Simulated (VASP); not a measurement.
Write the native input for VASP 6.6.1 that does the following.

* Task: single point
* Functional: PBE
* Dispersion: D3(BJ)
* Potentials or basis: VASP PAW PBE potentials, release 64 (C, O, H)
* Cutoff: 520 eV
* k mesh: 1 × 1 × 1
* Occupations: fermi-dirac, width 0.02 eV
* Spin: no spin polarisation
* Dipole correction: no
* Further INCAR settings: LREAL = Auto; ALGO = Normal; EDIFF = 1e-06; NBANDS = 66

The structure of H4CO lies in POSCAR:

```
H4CO
1.0
    7.3803230000      0.0000000000      0.0000000000
    0.0000000000      7.3803230000      0.0000000000
    0.0000000000      0.0000000000      7.3803230000
C O H
6 6 24
Direct
    0.4937588775      0.5694059732      0.4932168958
    0.3291725850      0.3256226049     -0.0813514530
    0.6376685682      0.1586786920      0.1815638692
    0.0451741746      0.8479303684      0.4000637912
    0.9186454306      0.1823497427      0.6817858785
    0.8037588599      0.6003937768      0.9012071694
    0.6005970199      0.6948340879      0.4185724663
    0.2760583785      0.1434219071     -0.0598076805
    0.6268018351      0.0396730604      0.0398627540
   -0.0446186434      0.6623151859      0.4339782961
    0.9448773448      0.0461361921      0.8219287963
    0.9933982564      0.6061794314      0.9284417498
    0.3557838864      0.5819257504      0.4227863740
    0.7278136743      0.6694015967      0.4330840263
    0.5384588181      0.4294527489      0.4788137321
    0.4592075442      0.5825083807      0.6395248555
    0.2161964998      0.3968931983     -0.1654670128
    0.3811215309      0.0606748512     -0.0469762638
    0.3393347419      0.4081528681      0.0497539200
    0.4565653834      0.3495510969     -0.1628790501
    0.5166847034      0.2412225048      0.1814419233
    0.7418645498      0.0328711901     -0.0234813571
    0.6245661606      0.0899825116      0.3209751118
    0.7627985930      0.2554359748      0.1857642274
   -0.0753625553      0.9404737435      0.3698889601
    0.0475317950      0.5962882654      0.5000323157
    0.1093041592      0.9015865566      0.5179854594
    0.1220949273      0.8479845665      0.2736194608
    0.7743292536      0.1674723450      0.6163551378
    1.0629480580      0.0641977323      0.8703413116
    0.9519637555      0.3264220279      0.7148061135
    1.0174622439      0.1537602081      0.5755439159
    0.7679338696      0.5461414087      0.7691533284
    1.0183158650      0.6956199613      1.0184784595
    0.7358350034      0.5215760882      1.0096170588
    0.7569587402      0.7395746772      0.8967493699
```

The cell was built by a generator and needn't be a form met in nature.

The input as run:

INCAR

```
SYSTEM = H4CO
PREC = Accurate
ENCUT = 520
EDIFF = 1E-6
ISMEAR = -1
SIGMA = 0.02
LREAL = Auto
LASPH = .TRUE.
NELM = 60
ALGO = Normal
ISIF = 2
LWAVE = .FALSE.
LCHARG = .FALSE.
GGA = PE
IVDW = 12
NBANDS = 66
```

KPOINTS

```
regular mesh
0
G
  1 1 1
  0 0 0
```

Potentials or basis: VASP PAW PBE potentials, release 64 (C, O, H).

Run with:

```console
$ cat potpaw_PBE.64/C/POTCAR potpaw_PBE.64/O/POTCAR potpaw_PBE.64/H/POTCAR > POTCAR
$ mpirun -np 1 vasp_gam > vasp.out
```

Results of the run:

* Pressure: -0.4 GPa
* Largest force: 3.637 eV/Å
* Band gap on the k mesh: 4.53 eV, direct
* Dispersion energy per atom: -0.034 eV

It took 43 s on 1 thread of Intel(R) Xeon(R) 6975P-C (Granite Rapids) (shared host), peak memory 0.37 GiB.
